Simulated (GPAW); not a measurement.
Input of a GPAW 26.7.0 run:

run.py

```python
import numpy as np
import spglib
from ase import Atoms
from ase.dft.bandgap import bandgap
from ase.io import read, write
from ase.units import GPa
from gpaw import GPAW, PW, setup_paths
from gpaw.spinorbit import soc_eigenstates

setup_paths.insert(0, '.')

atoms = read('Ge.cif')
cell, positions, numbers = spglib.find_primitive(
    (atoms.cell[:], atoms.get_scaled_positions(), atoms.numbers), symprec=1e-4)
atoms = Atoms(numbers, cell=cell, scaled_positions=positions, pbc=True)

calc = GPAW(mode=PW(600),
            xc='GGA_X_SOGGA+GGA_C_PBE_SOL',
            kpts={'size': (8, 8, 8), 'gamma': True},
            occupations={'name': 'fermi-dirac', 'width': 0.05},
            nbands=11,
            convergence={'density': 1e-05, 'energy': 1e-05},
            maxiter=150,
            txt='gpaw.txt')
atoms.calc = calc
energy = atoms.get_potential_energy()
forces = atoms.get_forces()
stress = atoms.get_stress()
calc.write('gs.gpw')
write('result.traj', atoms)
print(f'Energy: {energy:.6f} eV')
print('Forces (eV/A):')
print(forces.round(4))
print('Stress (GPa):', (stress / GPa).round(3))
print('Fermi level:', round(calc.get_fermi_level(), 4), 'eV')
print(f'Gap: {bandgap(calc)[0]:.4f} eV, direct: {bandgap(calc, direct=True)[0]:.4f} eV')

path = atoms.cell.bandpath('GXWKGLUWLK,UX', npoints=80, eps=1e-4)
bs_calc = calc.fixed_density(kpts=path, symmetry='off', nbands=21,
                             convergence={'bands': 'CBM+6.0', 'eigenstates': 1e-6}, txt='bands.txt')
bs = bs_calc.band_structure()
bs.write('bs.json')
print(f'Gap on the path: {bandgap(bs_calc)[0]:.4f} eV')

soc = soc_eigenstates(bs_calc, theta=0, phi=0)
np.savetxt('soc_bands.dat', soc.eigenvalues(), fmt='%.4f')
mesh = soc_eigenstates('gs.gpw', theta=0, phi=0)
np.savetxt('soc_mesh.dat', mesh.eigenvalues(), fmt='%.4f')
print('Fermi level with spin-orbit coupling:', round(mesh.fermi_level, 4), 'eV')
```

Contents of Ge.cif:

```cif
data_Ge
_cell_length_a 5.65782000
_cell_length_b 5.65782000
_cell_length_c 5.65782000
_cell_angle_alpha 90.00000000
_cell_angle_beta 90.00000000
_cell_angle_gamma 90.00000000
_space_group_name_H-M_alt 'Fd-3m'
_space_group_name_Hall 'F 4d 2 3 -1d'
_space_group_IT_number 227
loop_
_space_group_symop_operation_xyz
'x,y,z'
'-y+1/4,x+1/4,z+1/4'
'-x,-y+1/2,z+1/2'
'y+3/4,-x+1/4,z+3/4'
'x,-y,-z'
'-y+1/4,-x+3/4,-z+3/4'
'-x,y+1/2,-z+1/2'
'y+3/4,x+3/4,-z+1/4'
'z,x,y'
'z+1/4,-y+1/4,x+1/4'
'z+1/2,-x,-y+1/2'
'z+3/4,y+3/4,-x+1/4'
'-z,x,-y'
'-z+3/4,-y+1/4,-x+3/4'
'-z+1/2,-x,y+1/2'
'-z+1/4,y+3/4,x+3/4'
'y,z,x'
'x+1/4,z+1/4,-y+1/4'
'-y+1/2,z+1/2,-x'
'-x+1/4,z+3/4,y+3/4'
'-y,-z,x'
'-x+3/4,-z+3/4,-y+1/4'
'y+1/2,-z+1/2,-x'
'x+3/4,-z+1/4,y+3/4'
'-x+1/4,-y+1/4,-z+1/4'
'y,-x,-z'
'x+1/4,y+3/4,-z+3/4'
'-y+1/2,x,-z+1/2'
'-x+1/4,y+1/4,z+1/4'
'y,x+1/2,z+1/2'
'x+1/4,-y+3/4,z+3/4'
'-y+1/2,-x+1/2,z'
'-z+1/4,-x+1/4,-y+1/4'
'-z,y,-x'
'-z+3/4,x+1/4,y+3/4'
'-z+1/2,-y+1/2,x'
'z+1/4,-x+1/4,y+1/4'
'z+1/2,y,x+1/2'
'z+3/4,x+1/4,-y+3/4'
'z,-y+1/2,-x+1/2'
'-y+1/4,-z+1/4,-x+1/4'
'-x,-z,y'
'y+3/4,-z+3/4,x+1/4'
'x,-z+1/2,-y+1/2'
'y+1/4,z+1/4,-x+1/4'
'x+1/2,z+1/2,y'
'-y+3/4,z+3/4,x+1/4'
'-x+1/2,z,-y+1/2'
'x,y+1/2,z+1/2'
[... 70 lines left out ...]
'x+1/4,-z+1/4,y+1/4'
'-x+3/4,-y+1/4,-z+3/4'
'y+1/2,-x,-z+1/2'
'x+3/4,y+3/4,-z+1/4'
'-y,x,-z'
'-x+3/4,y+1/4,z+3/4'
'y+1/2,x+1/2,z'
'x+3/4,-y+3/4,z+1/4'
'-y,-x+1/2,z+1/2'
'-z+3/4,-x+1/4,-y+3/4'
'-z+1/2,y,-x+1/2'
'-z+1/4,x+1/4,y+1/4'
'-z,-y+1/2,x+1/2'
'z+3/4,-x+1/4,y+3/4'
'z,y,x'
'z+1/4,x+1/4,-y+1/4'
'z+1/2,-y+1/2,-x'
'-y+3/4,-z+1/4,-x+3/4'
'-x+1/2,-z,y+1/2'
'y+1/4,-z+3/4,x+3/4'
'x+1/2,-z+1/2,-y'
'y+3/4,z+1/4,-x+3/4'
'x,z+1/2,y+1/2'
'-y+1/4,z+3/4,x+3/4'
'-x,z,-y'
'x+1/2,y+1/2,z'
'-y+3/4,x+3/4,z+1/4'
'-x+1/2,-y,z+1/2'
'y+1/4,-x+3/4,z+3/4'
'x+1/2,-y+1/2,-z'
'-y+3/4,-x+1/4,-z+3/4'
'-x+1/2,y,-z+1/2'
'y+1/4,x+1/4,-z+1/4'
'z+1/2,x+1/2,y'
'z+3/4,-y+3/4,x+1/4'
'z,-x+1/2,-y+1/2'
'z+1/4,y+1/4,-x+1/4'
'-z+1/2,x+1/2,-y'
'-z+1/4,-y+3/4,-x+3/4'
'-z,-x+1/2,y+1/2'
'-z+3/4,y+1/4,x+3/4'
'y+1/2,z+1/2,x'
'x+3/4,z+3/4,-y+1/4'
'-y,z,-x'
'-x+3/4,z+1/4,y+3/4'
'-y+1/2,-z+1/2,x'
'-x+1/4,-z+1/4,-y+1/4'
'y,-z,-x'
'x+1/4,-z+3/4,y+3/4'
'-x+3/4,-y+3/4,-z+1/4'
'y+1/2,-x+1/2,-z'
'x+3/4,y+1/4,-z+3/4'
'-y,x+1/2,-z+1/2'
'-x+3/4,y+3/4,z+1/4'
'y+1/2,x,z+1/2'
'x+3/4,-y+1/4,z+3/4'
'-y,-x,z'
'-z+3/4,-x+3/4,-y+1/4'
'-z+1/2,y+1/2,-x'
'-z+1/4,x+3/4,y+3/4'
'-z,-y,x'
'z+3/4,-x+3/4,y+1/4'
'z,y+1/2,x+1/2'
'z+1/4,x+3/4,-y+3/4'
'z+1/2,-y,-x+1/2'
'-y+3/4,-z+3/4,-x+1/4'
'-x+1/2,-z+1/2,y'
'y+1/4,-z+1/4,x+1/4'
'x+1/2,-z,-y+1/2'
'y+3/4,z+3/4,-x+1/4'
'x,z,y'
'-y+1/4,z+1/4,x+1/4'
'-x,z+1/2,-y+1/2'
loop_
_atom_site_label
_atom_site_type_symbol
_atom_site_symmetry_multiplicity
_atom_site_Wyckoff_symbol
_atom_site_fract_x
_atom_site_fract_y
_atom_site_fract_z
_atom_site_occupancy
Ge1 Ge 8 a 0.2500000000 0.2500000000 0.2500000000 1
```

Potentials or basis: PAW data sets generated in the run's folder for this functional, pw.

Launch:

```sh
$ gpaw-setup -f GGA_X_SOGGA+GGA_C_PBE_SOL Ge
$ OMP_NUM_THREADS=1 python run.py
```

Question: Estimate the pressure.

Answer: 0.8 GPa.

Question: Estimate the band gap along the path.

Answer: None (metal or under the smearing width).

Levels at the corners of the path, in eV from the Fermi level:
```
point  band 6  band 7  band 8  band 9  band 10  band 11
    Γ   -0.02    0.05    0.05    0.05     0.05     2.33
    X   -3.15   -3.15   -3.15    0.59     0.59     0.59
    W   -4.04   -3.97   -3.97    4.17     4.17     4.31
    K   -4.44   -2.70   -2.70    1.01     1.01     3.98
    Γ   -0.02    0.05    0.05    0.05     0.05     2.33
    L   -1.56   -1.37   -1.37    0.07     0.07     3.60
    U   -4.44   -2.70   -2.70    1.01     1.01     3.98
    W   -4.04   -3.97   -3.97    4.17     4.17     4.31
    L   -1.56   -1.37   -1.37    0.07     0.07     3.60
    K   -4.44   -2.70   -2.70    1.01     1.01     3.98
    U   -4.44   -2.70   -2.70    1.01     1.01     3.98
    X   -3.15   -3.15   -3.15    0.59     0.59     0.59
```

Caveat: spin-orbit coupling was added after a scalar SCF, so levels and gaps hold it while energy, forces, pressure and moments don't; this program's spin-orbit splittings come out too wide for heavy elements; this crystal is a semiconductor, whose small gap the functional closes, so the metal is an error of the method.

**What was measured.**

From “Electronic and optical properties of SixGe1-x-ySny alloys lattice-matched to Ge”, 2021, arxiv:2109.02782, for a bulk crystal of Ge at 293 K: band gap 0.666 eV (indirect).

Measured gap of Ge: 0.666 eV (indirect; 293 K; “Electronic and optical properties of SixGe1-x-ySny alloys lattice-matched to Ge”, 2021, arxiv:2109.02782). This calculation gives 0.00 eV (-0.67 eV). 3 values of this kind are on record (0.666 to 0.807 eV); this one was drawn at random among those near their median. The value is that of SOGGA, without temperature or zero-point motion.
